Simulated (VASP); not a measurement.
# TePb (Fm-3m) in VASP: a series of runs

Runs on TePb. Level: PBE. Tasks: single point.

Program: VASP 6.6.1. These are calculated values, not measurements. Logs are shortened: lines on timing, memory, paths and dates and some standing lists are left out, and cuts for length are marked.

## (1) Starting point

It takes space group Fm-3m (No. 225, cubic). Conventional cell: a = 6.462 Å, b = 6.462 Å, c = 6.462 Å, α = 90.00°, β = 90.00°, γ = 90.00°. Pb (site symmetry m-3m) has 6 Te at 3.23 Å as nearest neighbours. Around Te (site symmetry m-3m) lie 6 Pb at 3.23 Å.

## (2) Single point, PBE

Contents of INCAR:

```
SYSTEM = TePb
ADDGRID = .False.
ALGO = Normal
EDIFF = 1E-5
ENCUT = 520
GGA = PE
ISIF = 2
ISMEAR = 0
LASPH = .True.
LCHARG = .False.
LREAL = .False.
LWAVE = .False.
NELM = 100
PREC = Accurate
SIGMA = 0.05
```

Contents of KPOINTS:

```
k-points
0
Gamma
  9 9 9
  0 0 0
```

Contents of POSCAR:

```
TePb
1.0
    0.0000000000      3.2310000000      3.2310000000
    3.2310000000      0.0000000000      3.2310000000
    3.2310000000      3.2310000000      0.0000000000
Pb Te
1 1
Direct
   -0.0068530000      0.0005720000     -0.0056850000
    0.5279490000      0.4690950000      0.5208160000
```

Potentials or basis: VASP PAW PBE potentials, release 64 (Pb_d, Te).

On the command line:

```sh
cat potpaw_PBE.64/Pb_d/POTCAR potpaw_PBE.64/Te/POTCAR > POTCAR
mpirun -np 1 vasp_std > vasp.out
```

OUTCAR:

```text
SYSTEM = TePb
   EDIFF = 1E-5
   ENCUT = 520
   GGA = PE
   ISIF = 2
   ISMEAR = 0
   LASPH = .True.
   LREAL = .False.
   NELM = 100
   PREC = Accurate

 Found    365 irreducible k-points:

 Following reciprocal coordinates:
            Coordinates               Weight
  0.000000  0.000000  0.000000      1.000000
  0.111111  0.000000  0.000000      2.000000
  0.000000  0.111111  0.000000      2.000000
  0.000000  0.000000  0.111111      2.000000
  0.111111  0.111111  0.111111      2.000000
  0.222222  0.000000  0.000000      2.000000
   k-points           NKPTS =    365   k-points in BZ     NKDIM =    365   number of bands    NBANDS=     14
   number of dos      NEDOS =    301   number of ions     NIONS =      2
   total plane-waves  NPLWV =  46656
   dimension x,y,z NGX =    36 NGY =   36 NGZ =   36
   dimension x,y,z NGXF=    72 NGYF=   72 NGZF=   72
   ions per type =               1   1
   NGX,Y,Z   is equivalent  to a cutoff of  13.10, 13.10, 13.10 a.u.
   NGXF,Y,Z  is equivalent  to a cutoff of  26.20, 26.20, 26.20 a.u.
 SYSTEM =  TePb
   PREC   = accura    normal or accurate (medium, high low for compatibility)
   ISTART =      0    job   : 0-new  1-cont  2-samecut
   ICHARG =      2    charge: 1-file 2-atom 10-const
   ISPIN  =      1    spin polarized calculation?
   LNONCOLLINEAR =      F non collinear calculations
   LSORBIT =      F    spin-orbit coupling
   LASPH  =      T    aspherical Exc in radial PAW
   ENCUT  =  520.0 eV  38.22 Ry    6.18 a.u.   8.50  8.50  8.50*2*pi/ulx,y,z
   NELM   =    100;   NELMIN=  2; NELMDL= -5     # of ELM steps
   EDIFF  = 0.1E-04   stopping-criterion for ELM
   LREAL  =      F    real-space projection
   EDIFFG = 0.1E-03   stopping-criterion for IOM
   NSW    =      0    number of steps for IOM
   IBRION =     -1    ionic relax: 0-MD 1-quasi-New 2-CG
   NFREE  =      0    steps in history (QN), initial steepest desc. (CG)
   ISIF   =      2    stress and relaxation
   ISYM   =      2    0-nonsym 1-usesym 2-fastsym
   POTIM  = 0.5000    time-step for ionic-motion
   TEBEG  =    0.0;   TEEND  =   0.0 temperature during run
   PSTRESS=    0.0 pullay stress
   NELECT =      20.0000    total number of electrons
   NUPDOWN=      -1.0000    fix difference up-down
   EMIN   =  10.00;   EMAX   =-10.00  energy-range for DOS
   EFERMI =   0.00;   METHOD = LEGACY
   ISMEAR =     0;   SIGMA  =   0.05  broadening in eV -4-tet -1-fermi 0-gaus
   EFERMI_NEDOS =   21; number of points for ismear=-14 and -15
   IALGO  =     38    algorithm
   IMIX   =      4    mixing-type and parameters
     AMIX     =   0.40;   BMIX     =  1.00
     AMIX_MAG =   1.60;   BMIX_MAG =  1.00
  volume/ion in A,a.u.               =      33.73       227.62
  Fermi-wavevector in a.u.,A,eV,Ry     =   1.091619  2.062861 16.213147  1.191633
  Thomas-Fermi vector in A             =   2.227868
   LORBIT       =      0    0 simple, 1 ext, 2 COOP (PROOUT), +10 PAW based schemes
   GGA     = PE    functional components
   LHFCALC =     F    Hartree Fock is set to
   AEXX    =    0.0000 exact exchange contribution
   IVDW    =     0    specifies the selected vdW correction
   LEPSILON=     F    determine dielectric tensor
   LRPA    =     F    only Hartree local field effects (RPA)
 non-spin polarized calculation
 Gauss-broadening in eV      SIGMA  =   0.05
  energy-cutoff  :      520.00
  volume of cell :       67.46
 maximum number of plane-waves:      1853
 NGX is ok and might be reduce to    36
   NGX = 17   NGY = 17   NGZ = 17

 number of electron      20.0000000 magnetization

 Free energy of the ion-electron system (eV)
  ---------------------------------------------------
  ext. energy  EPLUGINS =         0.00000000
  ---------------------------------------------------
  free energy    TOTEN  =        -7.48279785 eV

  energy without entropy =       -7.48279785  energy(sigma->0) =       -7.48279785

 E-fermi :   5.7685     XC(G=0):  -9.2921

 val. band max:        5.5071697804   @ k =   0.0000   0.0000   0.4444
 cond. band min:       6.5480090559   @ k =   0.0000   0.0000   0.4444
 fundamental gap:      1.0408392756
 Fermi energy:         5.7684819657

 k-point     1 :       0.0000    0.0000    0.0000
  band No.  band energies     occupation
      1     -11.0722      2.00000
      2     -11.0720      2.00000
      3     -11.0636      2.00000
      4     -11.0577      2.00000
      5     -11.0577      2.00000
      6      -6.4340      2.00000
      7       0.0645      2.00000
      8       4.2103      2.00000
      9       4.3045      2.00000
     10       4.3062      2.00000
     11       9.4987      0.00000
     12       9.5017      0.00000
     13       9.7758      0.00000
     14      11.4249      0.00000

 k-point     2 :       0.1111    0.0000    0.0000
  band No.  band energies     occupation
      1     -11.0737      2.00000
      2     -11.0735      2.00000
      3     -11.0625      2.00000
      4     -11.0568      2.00000
      5     -11.0560      2.00000
      6      -6.3287      2.00000
      7      -0.2877      2.00000
      8       4.2452      2.00000
      9       4.3319      2.00000
     10       4.4901      2.00000
     11       8.9332      0.00000
     12       9.0895      0.00000
     13       9.3244      0.00000
     14      11.2965      0.00000

 k-point     3 :       0.0000    0.1111    0.0000
  band No.  band energies     occupation
      1     -11.0737      2.00000
      2     -11.0735      2.00000
      3     -11.0624      2.00000
      4     -11.0568      2.00000
      5     -11.0560      2.00000
      6      -6.3284      2.00000
      7      -0.2892      2.00000
      8       4.2486      2.00000
      9       4.3326      2.00000
     10       4.4869      2.00000
     11       8.9328      0.00000
     12       9.0925      0.00000
     13       9.3268      0.00000
     14      11.2869      0.00000

 k-point     4 :       0.0000    0.0000    0.1111
  band No.  band energies     occupation
      1     -11.0738      2.00000
      2     -11.0735      2.00000
      3     -11.0624      2.00000
      4     -11.0568      2.00000
      5     -11.0560      2.00000
      6      -6.3280      2.00000
      7      -0.2911      2.00000
      8       4.2554      2.00000
      9       4.3307      2.00000
     10       4.4832      2.00000
     11       8.9338      0.00000
     12       9.0949      0.00000
     13       9.3303      0.00000
     14      11.2742      0.00000

 k-point     5 :       0.1111    0.1111    0.1111
  band No.  band energies     occupation
      1     -11.0738      2.00000
      2     -11.0735      2.00000
      3     -11.0624      2.00000
      4     -11.0568      2.00000
      5     -11.0560      2.00000
      6      -6.3282      2.00000
      7      -0.2898      2.00000
      8       4.2507      2.00000
      9       4.3323      2.00000
     10       4.4855      2.00000
     11       8.9330      0.00000
     12       9.0936      0.00000
     13       9.3280      0.00000
     14      11.2825      0.00000

 k-point     6 :       0.2222    0.0000    0.0000
  band No.  band energies     occupation
      1     -11.0785      2.00000
      2     -11.0776      2.00000
      3     -11.0603      2.00000
      4     -11.0531      2.00000
      5     -11.0510      2.00000
      6      -6.0230      2.00000
      7      -1.1144      2.00000
      8       4.3234      2.00000
      9       4.4181      2.00000
     10       4.8688      2.00000
     11       7.9590      0.00000
     12       8.2549      0.00000
     13       8.4444      0.00000
     14      11.4253      0.00000

 [... further k-points ...]

------------------------ aborting loop because EDIFF is reached ----------------------------------------

  FORCE on cell =-STRESS in cart. coord.  units (eV):
  Direction    XX          YY          ZZ          XY          YZ          ZX
  --------------------------------------------------------------------------------------
  -------------------------------------------------------------------------------------
  Total        0.8669719      1.5164125      0.8646027     -0.0075008      0.0050142     -0.0004481
  in kB       20.5908716     36.0153027     20.5346023     -0.1781473      0.1190887     -0.0106420
  external PRESSURE =      25.7135922 kB  Pullay stress =       0.0000000 kB

 VOLUME and BASIS-vectors are now :
 -----------------------------------------------------------------------------
  energy-cutoff  :      520.00
  volume of cell :       67.46
      direct lattice vectors                 reciprocal lattice vectors
     0.000000000  3.231000000  3.231000000    -0.154750851  0.154750851  0.154750851
     3.231000000  0.000000000  3.231000000     0.154750851 -0.154750851  0.154750851
     3.231000000  3.231000000  0.000000000     0.154750851  0.154750851 -0.154750851

 POSITION                                       TOTAL-FORCE (eV/Angst)
 -----------------------------------------------------------------------------------
      3.21448      6.42149      3.21071        -0.015220      0.246240      0.010065
      3.19840      3.38856      3.22145         0.015220     -0.246240     -0.010065
 -----------------------------------------------------------------------------------
    total drift:                               -0.000016     -0.000766     -0.000170

  FREE ENERGIE OF THE ION-ELECTRON SYSTEM (eV)
  ---------------------------------------------------
  free  energy   TOTEN  =        -7.4827978510 eV

  energy  without entropy=       -7.4827978510  energy(sigma->0) =       -7.48279785
```

It took 3.5 min on 1 thread of Intel Xeon Platinum 8488C (Sapphire Rapids), shared host; peak memory 0.51 GiB.

These settings aren't checked as converged: the numbers below hold their error.

Results:

* Free energy: -7.4828 eV
* Pressure: 2.6 GPa
* Largest force: 0.247 eV/Å
* Band gap on the k mesh: 1.04 eV, direct

Caveat: spin-orbit coupling is left out, which as a rule narrows the gap of such compounds by several tenths of an eV; an odd mesh through Γ misses points on the zone boundary, where band edges often lie.

## (3) Single point, PBE

INCAR, as its differences from that of step 2:

```diff
@@ -3,4 +3,4 @@
 ALGO = Normal
-EDIFF = 1E-5
-ENCUT = 520
+EDIFF = 1E-7
+ENCUT = 460
 GGA = PE
```

Contents of KPOINTS:

```
k-points
0
Gamma
  10 10 10
  0 0 0
```

Contents of POSCAR:

```
TePb
1.0
    0.0000000000      3.2310000000      3.2310000000
    3.2310000000      0.0000000000      3.2310000000
    3.2310000000      3.2310000000      0.0000000000
Pb Te
1 1
Direct
    0.0000000000      0.0000000000      0.0000000000
    0.5000000000      0.5000000000      0.5000000000
```

Potentials or basis: VASP PAW PBE potentials, release 64 (Pb_d, Te).

On the command line:

```sh
cat potpaw_PBE.64/Pb_d/POTCAR potpaw_PBE.64/Te/POTCAR > POTCAR
mpirun -np 1 vasp_std > vasp.out
```

OUTCAR:

```text
SYSTEM = TePb
   EDIFF = 1E-7
   ENCUT = 460
   GGA = PE
   ISIF = 2
   ISMEAR = 0
   LASPH = .True.
   LREAL = .False.
   NELM = 100
   PREC = Accurate

 Found     47 irreducible k-points:

 Following reciprocal coordinates:
            Coordinates               Weight
  0.000000  0.000000  0.000000      1.000000
  0.100000  0.000000  0.000000      8.000000
  0.200000  0.000000  0.000000      8.000000
  0.300000  0.000000  0.000000      8.000000
  0.400000  0.000000  0.000000      8.000000
[... 179 lines left out ...]
------------------------ aborting loop because EDIFF is reached ----------------------------------------

  FORCE on cell =-STRESS in cart. coord.  units (eV):
  Direction    XX          YY          ZZ          XY          YZ          ZX
  --------------------------------------------------------------------------------------
  -------------------------------------------------------------------------------------
  Total        0.8916592      0.8916592      0.8916592      0.0000000      0.0000000      0.0000000
  in kB       21.1772037     21.1772037     21.1772037      0.0000000      0.0000000      0.0000000
  external PRESSURE =      21.1772037 kB  Pullay stress =       0.0000000 kB

 VOLUME and BASIS-vectors are now :
 -----------------------------------------------------------------------------
  energy-cutoff  :      460.00
  volume of cell :       67.46
      direct lattice vectors                 reciprocal lattice vectors
     0.000000000  3.231000000  3.231000000    -0.154750851  0.154750851  0.154750851
     3.231000000  0.000000000  3.231000000     0.154750851 -0.154750851  0.154750851
     3.231000000  3.231000000  0.000000000     0.154750851  0.154750851 -0.154750851

 POSITION                                       TOTAL-FORCE (eV/Angst)
 -----------------------------------------------------------------------------------
      0.00000      0.00000      0.00000         0.000000     -0.000000      0.000000
      3.23100      3.23100      3.23100        -0.000000      0.000000     -0.000000
 -----------------------------------------------------------------------------------
    total drift:                                0.000000     -0.000000     -0.000000

  FREE ENERGIE OF THE ION-ELECTRON SYSTEM (eV)
  ---------------------------------------------------
  free  energy   TOTEN  =        -7.5016961138 eV

  energy  without entropy=       -7.5016961138  energy(sigma->0) =       -7.50169611
```

Run time: 34 s. Hardware: 1 thread of Intel Xeon Platinum 8488C (Sapphire Rapids), shared host; peak memory 0.19 GiB.

These settings aren't checked as converged: the numbers below hold their error.

Results:

* Free energy: -7.5017 eV
* Pressure: 2.1 GPa
* Band gap on the k mesh: 0.74 eV, direct

Caveat: spin-orbit coupling is left out, which as a rule narrows the gap of such compounds by several tenths of an eV.

## (4) Single point, PBE

INCAR is that of step 3.

KPOINTS is that of step 3.

Contents of POSCAR:

```
TePb
1.0
    0.0000000000      3.2310000000      3.2310000000
    3.2310000000      0.0000000000      3.2310000000
    3.2310000000      3.2310000000      0.0000000000
Pb Te
1 1
Direct
   -0.0068530000      0.0005720000     -0.0056850000
    0.5279490000      0.4690950000      0.5208160000
```

Potentials or basis: VASP PAW PBE potentials, release 64 (Pb_d, Te).

On the command line:

```sh
cat potpaw_PBE.64/Pb_d/POTCAR potpaw_PBE.64/Te/POTCAR > POTCAR
mpirun -np 1 vasp_std > vasp.out
```

OUTCAR:

```text
SYSTEM = TePb
   EDIFF = 1E-7
   ENCUT = 460
   GGA = PE
   ISIF = 2
   ISMEAR = 0
   LASPH = .True.
   LREAL = .False.
   NELM = 100
   PREC = Accurate

 Found    504 irreducible k-points:

 Following reciprocal coordinates:
            Coordinates               Weight
  0.000000  0.000000  0.000000      1.000000
  0.100000  0.000000  0.000000      2.000000
  0.000000  0.100000  0.000000      2.000000
  0.000000  0.000000  0.100000      2.000000
  0.100000  0.100000  0.100000      2.000000
  0.200000  0.000000  0.000000      2.000000
   k-points           NKPTS =    504   k-points in BZ     NKDIM =    504   number of bands    NBANDS=     14
   number of dos      NEDOS =    301   number of ions     NIONS =      2
   total plane-waves  NPLWV =  32768
   dimension x,y,z NGX =    32 NGY =   32 NGZ =   32
   dimension x,y,z NGXF=    64 NGYF=   64 NGZF=   64
   ions per type =               1   1
   NGX,Y,Z   is equivalent  to a cutoff of  11.64, 11.64, 11.64 a.u.
   NGXF,Y,Z  is equivalent  to a cutoff of  23.29, 23.29, 23.29 a.u.
 SYSTEM =  TePb
   PREC   = accura    normal or accurate (medium, high low for compatibility)
   ISTART =      0    job   : 0-new  1-cont  2-samecut
   ICHARG =      2    charge: 1-file 2-atom 10-const
   ISPIN  =      1    spin polarized calculation?
   LNONCOLLINEAR =      F non collinear calculations
   LSORBIT =      F    spin-orbit coupling
   LASPH  =      T    aspherical Exc in radial PAW
[... 71 lines left out ...]
     12       9.5017      0.00000
     13       9.7760      0.00000
     14      11.4252      0.00000
[... 71 lines left out ...]
      1     -11.0779      2.00000
      2     -11.0773      2.00000
      3     -11.0614      2.00000
      4     -11.0547      2.00000
      5     -11.0528      2.00000
      6      -6.0976      2.00000
      7      -0.9289      2.00000
      8       4.3050      2.00000
      9       4.3970      2.00000
     10       4.7927      2.00000
     11       8.1518      0.00000
     12       8.4282      0.00000
     13       8.6241      0.00000
     14      11.3485      0.00000

 [... further k-points ...]

------------------------ aborting loop because EDIFF is reached ----------------------------------------

  FORCE on cell =-STRESS in cart. coord.  units (eV):
  Direction    XX          YY          ZZ          XY          YZ          ZX
  --------------------------------------------------------------------------------------
  -------------------------------------------------------------------------------------
  Total        0.8839403      1.5333946      0.8816029     -0.0075161      0.0050559     -0.0004791
  in kB       20.9938764     36.4186320     20.9383634     -0.1785105      0.1200795     -0.0113795
  external PRESSURE =      26.1169573 kB  Pullay stress =       0.0000000 kB

 VOLUME and BASIS-vectors are now :
 -----------------------------------------------------------------------------
  energy-cutoff  :      460.00
  volume of cell :       67.46
      direct lattice vectors                 reciprocal lattice vectors
     0.000000000  3.231000000  3.231000000    -0.154750851  0.154750851  0.154750851
     3.231000000  0.000000000  3.231000000     0.154750851 -0.154750851  0.154750851
     3.231000000  3.231000000  0.000000000     0.154750851  0.154750851 -0.154750851

 POSITION                                       TOTAL-FORCE (eV/Angst)
 -----------------------------------------------------------------------------------
      3.21448      6.42149      3.21071        -0.015348      0.247700      0.010289
      3.19840      3.38856      3.22145         0.015348     -0.247700     -0.010289
 -----------------------------------------------------------------------------------
    total drift:                                0.000034     -0.000043      0.000089

  FREE ENERGIE OF THE ION-ELECTRON SYSTEM (eV)
  ---------------------------------------------------
  free  energy   TOTEN  =        -7.4825825905 eV

  energy  without entropy=       -7.4825825905  energy(sigma->0) =       -7.48258259
```

stdout:

```text
POSCAR found type information on POSCAR PbTe
 POSCAR found :  2 types and       2 ions
 scaLAPACK will be used
 LDA part: xc-table for (Slater+PW92), standard interpolation
 POSCAR, INCAR and KPOINTS ok, starting setup
 FFT: planning ... GRIDC
 FFT: planning ... GRID_SOFT
 FFT: planning ... GRID
 WAVECAR not read
 entering main loop
```

It took 4.3 min on 1 thread of Intel Xeon Platinum 8488C (Sapphire Rapids), shared host; peak memory 0.53 GiB.

The run converged, but some of its settings lie outside the range that counts as converged, so its numbers aren't taken as properties of the crystal.

Results:

```
Free energy            : -7.4826 eV
Pressure               : 2.6 GPa
Largest force          : 0.248 eV/Å
Band gap on the k mesh : 0.90 eV, direct
```

Caveat: spin-orbit coupling is left out, which as a rule narrows the gap of such compounds by several tenths of an eV.

## (5) The reference run

An earlier run on the cell as given: functional PBEsol; potentials or basis VASP PAW PBE potentials, release 64 (Pb_d, Te); cutoff 520 eV; k mesh 7 × 7 × 7; occupations fermi-dirac, width 0.05 eV; no spin polarisation.

* Pressure: -0.4 GPa
